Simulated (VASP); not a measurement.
# CdS (Hawleyite) (F-43m) in VASP: further runs, part 3 of 3

VASP 6.6.1.

## Step 6: Dielectric tensor, LDA

Contents of INCAR:

```
  ALGO = Normal
  EDIFF = 1E-8
  ENCUT = 520
  GGA = CA
  ISIF = 2
  ISMEAR = 0
  LASPH = True
  LCHARG = False
  LEPSILON = True
  LREAL = False
  LWAVE = False
  NELM = 100
  PREC = Accurate
  SIGMA = 0.01
```

Contents of KPOINTS:

```
k-points
0
Gamma
  9 9 9
```

Contents of POSCAR:

```
CdS
1.0
    0.0000000000      2.9165000000      2.9165000000
    2.9165000000      0.0000000000      2.9165000000
    2.9165000000      2.9165000000      0.0000000000
Cd S
1 1
Direct
    0.0000000000      0.0000000000      0.0000000000
    0.7500000000      0.7500000000      0.7500000000
```

Potentials or basis: VASP PAW LDA potentials, release 64 (Cd, S).

On the command line:

```console
cat potpaw_LDA.64/Cd/POTCAR potpaw_LDA.64/S/POTCAR > POTCAR
mpirun -np 1 vasp_std > vasp.out
```

OUTCAR:

```text
EDIFF = 1E-8
   ENCUT = 520
   GGA = CA
   ISIF = 2
   ISMEAR = 0
   LASPH = True
   LEPSILON = True
   LREAL = False
   NELM = 100
   PREC = Accurate

 Found     35 irreducible k-points:

 Following reciprocal coordinates:
            Coordinates               Weight
  0.000000  0.000000  0.000000      1.000000
  0.111111  0.000000  0.000000      8.000000
  0.222222  0.000000  0.000000      8.000000
  0.333333  0.000000  0.000000      8.000000
  0.444444  0.000000  0.000000      8.000000
  0.111111  0.111111  0.000000      6.000000
   k-points           NKPTS =     35   k-points in BZ     NKDIM =     35   number of bands    NBANDS=     13
   number of dos      NEDOS =    301   number of ions     NIONS =      2
   total plane-waves  NPLWV =  32768
   dimension x,y,z NGX =    32 NGY =   32 NGZ =   32
   dimension x,y,z NGXF=    64 NGYF=   64 NGZF=   64
   ions per type =               1   1
   NGX,Y,Z   is equivalent  to a cutoff of  12.90, 12.90, 12.90 a.u.
   NGXF,Y,Z  is equivalent  to a cutoff of  25.80, 25.80, 25.80 a.u.
 SYSTEM =  unknown system
   PREC   = accura    normal or accurate (medium, high low for compatibility)
   ISTART =      0    job   : 0-new  1-cont  2-samecut
   ICHARG =      2    charge: 1-file 2-atom 10-const
   ISPIN  =      1    spin polarized calculation?
   LNONCOLLINEAR =      F non collinear calculations
   LSORBIT =      F    spin-orbit coupling
   LASPH  =      T    aspherical Exc in radial PAW
   ENCUT  =  520.0 eV  38.22 Ry    6.18 a.u.   7.67  7.67  7.67*2*pi/ulx,y,z
   NELM   =    100;   NELMIN=  2; NELMDL= -5     # of ELM steps
   EDIFF  = 0.1E-07   stopping-criterion for ELM
   LREAL  =      F    real-space projection
   EDIFFG = 0.1E-06   stopping-criterion for IOM
   NSW    =      0    number of steps for IOM
   IBRION =     -1    ionic relax: 0-MD 1-quasi-New 2-CG
[... 8 lines left out ...]
   EMIN   =  10.00;   EMAX   =-10.00  energy-range for DOS
   EFERMI =   0.00;   METHOD = LEGACY
   ISMEAR =     0;   SIGMA  =   0.01  broadening in eV -4-tet -1-fermi 0-gaus
   EFERMI_NEDOS =   21; number of points for ismear=-14 and -15
   IALGO  =     38    algorithm
   IMIX   =      4    mixing-type and parameters
     AMIX     =   0.40;   BMIX     =  1.00
     AMIX_MAG =   1.60;   BMIX_MAG =  1.00
  volume/ion in A,a.u.               =      24.81       167.41
  Fermi-wavevector in a.u.,A,eV,Ry     =   1.167599  2.206442 18.548649  1.363287
  Thomas-Fermi vector in A             =   2.304097
   LORBIT       =      0    0 simple, 1 ext, 2 COOP (PROOUT), +10 PAW based schemes
   GGA     = CA    functional components
   LHFCALC =     F    Hartree Fock is set to
   AEXX    =    0.0000 exact exchange contribution
   IVDW    =     0    specifies the selected vdW correction
   LEPSILON=     T    determine dielectric tensor
   LRPA    =     F    only Hartree local field effects (RPA)
 non-spin polarized calculation
 Gauss-broadening in eV      SIGMA  =   0.01
  energy-cutoff  :      520.00
  volume of cell :       49.62
 maximum number of plane-waves:      1363
   NGX = 15   NGY = 15   NGZ = 15

--------------------------------------- Ionic step        1  -------------------------------------------

 number of electron      18.0000004 magnetization

 E-fermi :   1.1674     XC(G=0):  -9.5862

 val. band max:        1.1266780068   @ k =   0.0000   0.0000   0.0000
 cond. band min:       2.0190461871   @ k =   0.0000   0.0000   0.0000
[... 102 lines left out ...]
  Direction    XX          YY          ZZ          XY          YZ          ZX
  --------------------------------------------------------------------------------------
  -------------------------------------------------------------------------------------
  Total       -0.6161713     -0.6161713     -0.6161713      0.0000000      0.0000000      0.0000000
  in kB      -19.8973889    -19.8973889    -19.8973889      0.0000000      0.0000000      0.0000000
  external PRESSURE =     -19.8973889 kB  Pullay stress =       0.0000000 kB

 VOLUME and BASIS-vectors are now :
 -----------------------------------------------------------------------------
  energy-cutoff  :      520.00
  volume of cell :       49.62
      direct lattice vectors                 reciprocal lattice vectors
     0.000000000  2.916500000  2.916500000    -0.171438368  0.171438368  0.171438368
     2.916500000  0.000000000  2.916500000     0.171438368 -0.171438368  0.171438368
     2.916500000  2.916500000  0.000000000     0.171438368  0.171438368 -0.171438368

 POSITION                                       TOTAL-FORCE (eV/Angst)
 -----------------------------------------------------------------------------------
      0.00000      0.00000      0.00000         0.000000      0.000000      0.000000
      4.37475      4.37475      4.37475        -0.000000     -0.000000     -0.000000
 -----------------------------------------------------------------------------------
    total drift:                               -0.000000     -0.000000     -0.000000

  FREE ENERGIE OF THE ION-ELECTRON SYSTEM (eV)
  ---------------------------------------------------
  free  energy   TOTEN  =        -7.3980689725 eV

  energy  without entropy=       -7.3980689725  energy(sigma->0) =       -7.39806897

 HEAD OF MICROSCOPIC STATIC DIELECTRIC TENSOR (INDEPENDENT PARTICLE, excluding Hartree and local field effects)
 ------------------------------------------------------
           7.652374    -0.000000     0.000000
           0.000000     7.652374     0.000000
          -0.000000     0.000000     7.652374
 ------------------------------------------------------

 Free energy of the ion-electron system (eV)
  ---------------------------------------------------
  ---------------------------------------------------
  free energy    TOTEN  =        -0.89194756 eV

  energy without entropy =       -0.89194756

------------------------ aborting loop because EDIFF is reached ----------------------------------------

--------------------------------------- Ionic step        2  -------------------------------------------

------------------------ aborting loop because EDIFF is reached ----------------------------------------

--------------------------------------- Ionic step        3  -------------------------------------------

 Free energy of the ion-electron system (eV)
  ---------------------------------------------------
  ---------------------------------------------------
  free energy    TOTEN  =        -0.89194758 eV

  energy without entropy =       -0.89194758

------------------------ aborting loop because EDIFF is reached ----------------------------------------

 PIEZOELECTRIC TENSOR FIELD DIRECTION 3  (e Angst)
 -----------------------------------------------------------------------------
    -0.00139  1.99649  0.00000           (  0.00000 -0.03134  0.00000)
     1.99649 -0.00139  0.00000           ( -0.03134  0.00000  0.00000)
     0.00000  0.00000  0.00054           (  0.00000  0.00000 -0.00000)

 PIEZOELECTRIC TENSOR FIELD DIRECTION 3  (C/m^2)
 -----------------------------------------------------------------------------
    -0.00045  0.64471  0.00000
     0.64471 -0.00045  0.00000
     0.00000  0.00000  0.00018

 MACROSCOPIC STATIC DIELECTRIC TENSOR (including local field effects in DFT)
 ------------------------------------------------------
           7.208874     0.000000     0.000000
           0.000000     7.208874     0.000000
          -0.000000    -0.000000     7.208874
 ------------------------------------------------------

 PIEZOELECTRIC TENSOR (including local field effects)  for field in x, y, z        (e  Angst)
          XX          YY          ZZ          XY          YZ          ZX
  --------------------------------------------------------------------------------
  x     0.00000     0.00000    -0.00000     0.00000     2.01224     0.00000
  y     0.00000     0.00000     0.00000     0.00000     0.00000     2.01224
  z    -0.00000    -0.00000     0.00000     2.01224     0.00000     0.00000

 PIEZOELECTRIC TENSOR (including local field effects)  for field in x, y, z        (C/m^2)
          XX          YY          ZZ          XY          YZ          ZX
  --------------------------------------------------------------------------------
  x     0.00000     0.00000    -0.00000     0.00000     0.64979     0.00000
  y     0.00000     0.00000     0.00000     0.00000     0.00000     0.64979
  z    -0.00000    -0.00000     0.00000     0.64979     0.00000     0.00000

 BORN EFFECTIVE CHARGES (including local field effects) (in |e|, cummulative output)
 ---------------------------------------------------------------------------------
 ion    1
    1     2.20414     0.00000     0.00000
    2     0.00000     2.20414     0.00000
    3    -0.00000     0.00000     2.20414
 ion    2
    1    -2.20414    -0.00000    -0.00000
    2     0.00000    -2.20414    -0.00000
    3     0.00000     0.00000    -2.20414
```

OSZICAR:

```text
N       E                     dE             d eps       ncg     rms          rms(c)
DAV:   1     0.115596471066E+03    0.11560E+03   -0.92701E+03   918   0.127E+03
[... 12 lines left out ...]
RMM:   5    -0.890288718012E+00   -0.97674E-02   -0.12735E-03  5220   0.238E-01    0.355E-02
RMM:   6    -0.891796664454E+00   -0.15079E-02   -0.62643E-05  5310   0.535E-02    0.164E-02
RMM:   7    -0.891888302148E+00   -0.91638E-04   -0.37121E-06  5387   0.150E-02    0.205E-03
RMM:   8    -0.891943902952E+00   -0.55601E-04    0.64765E-07  5344   0.324E-03    0.756E-04
RMM:   9    -0.891944247100E+00   -0.34415E-06    0.32360E-06  5212   0.939E-04    0.405E-04
RMM:  10    -0.891948384701E+00   -0.41376E-05    0.93228E-07  5395   0.344E-04    0.548E-05
RMM:  11    -0.891947684369E+00    0.70033E-06    0.39076E-07  3727   0.864E-05    0.119E-05
RMM:  12    -0.891947580664E+00    0.10370E-06   -0.52824E-10  2154   0.532E-05    0.385E-06
```

stdout:

```text
POSCAR found type information on POSCAR CdS
 POSCAR found :  2 types and       2 ions
 scaLAPACK will be used
 LDA part: xc-table for (Slater(with rela. corr.)+CA(PZ))
 , standard interpolation
 POSCAR, INCAR and KPOINTS ok, starting setup
 FFT: planning ... GRIDC
 FFT: planning ... GRID_SOFT
 FFT: planning ... GRID
 WAVECAR not read
 entering main loop
 Linear response reoptimize wavefunctions to high precision
 Linear response G [H, r] |phi>, progress :
  Direction:   1
 Linear response G [H, r] |phi>, progress :
  Direction:   2
 Linear response G [H, r] |phi>, progress :
  Direction:   3
 Linear response to external field (no local field effect), progress :
  Direction:   1
 dielectric tensor                  component  1 :     8.441     2.851     0.864
 Linear response to external field (no local field effect), progress :
  Direction:   2
 dielectric tensor                  component  2 :     2.851     8.862    -1.209
 Linear response to external field (no local field effect), progress :
  Direction:   3
 dielectric tensor                  component  3 :     0.867    -1.210     5.653
 Linear response to external field, progress :
  Direction:   1
 dielectric tensor                  component  1 :     7.209     1.258     0.602
 Linear response to external field, progress :
  Direction:   2
 dielectric tensor                  component  2 :     1.204     7.209     0.409
 Linear response to external field, progress :
  Direction:   3
 dielectric tensor                  component  3 :     0.946     0.914     7.209
 Born effective charges drift removed
```

Wall time 3 min (1 thread of Intel Xeon Platinum 8488C (Sapphire Rapids), shared host); peak memory 0.33 GiB.

The run converged, but some of its settings lie outside the range that counts as converged, so its numbers aren't taken as properties of the crystal.

Results:

| Item | Value |
| --- | --- |
| Band gap on the k mesh | 0.89 eV, direct |
| Electronic dielectric tensor (diagonal) | 7.21 |
| Born charges (mean of the diagonal) | Cd +2.20; S -2.20 e |
